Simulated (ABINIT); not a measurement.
The system is BaTiO3.

```
CELL_PARAMETERS angstrom
3.99980 0.00000 0.00000
0.00000 3.99980 0.00000
0.00000 0.00000 4.01800
ATOMIC_POSITIONS crystal
Ba 0.00000 0.00000 0.00000
Ti 0.50000 0.50000 0.49000
O 0.00000 0.50000 0.51700
O 0.50000 0.00000 0.51700
O 0.50000 0.50000 0.01900
```

Base run:

* Program: ABINIT 10.8.3 (patched build)
* Functional: PBEsol
* Potentials or basis: JTH PAW PBE v2.0
* Cutoff: 626 eV
* k mesh: 6 × 6 × 6
* Occupations: fermi-dirac, width 0.05 eV
* Spin: no spin polarisation

Its results: band gap on the k mesh 1.74 eV, indirect (least direct gap 2.03 eV); pressure -2.5 GPa; largest force 0.320 eV/Å.

The run is repeated on the same cell with these changes: functional from PBEsol to PBE. What comes out?

Band gap on the k mesh 1.79 eV, indirect (least direct gap 2.07 eV); pressure 3.6 GPa; largest force 0.292 eV/Å.

PBE binds less tightly than PBEsol, so the same cell stands under more pressure.

Caveats: this set's barium file shifts pressures by 1.5 GPa and gaps by 0.1 eV against other sets; spin-orbit coupling is left out, which moves the levels of the heavy elements; the atomic spheres overlap; the PAW data sets were made with another functional, which shifts forces and pressure a little (some runs).

A k mesh can miss the band edges.
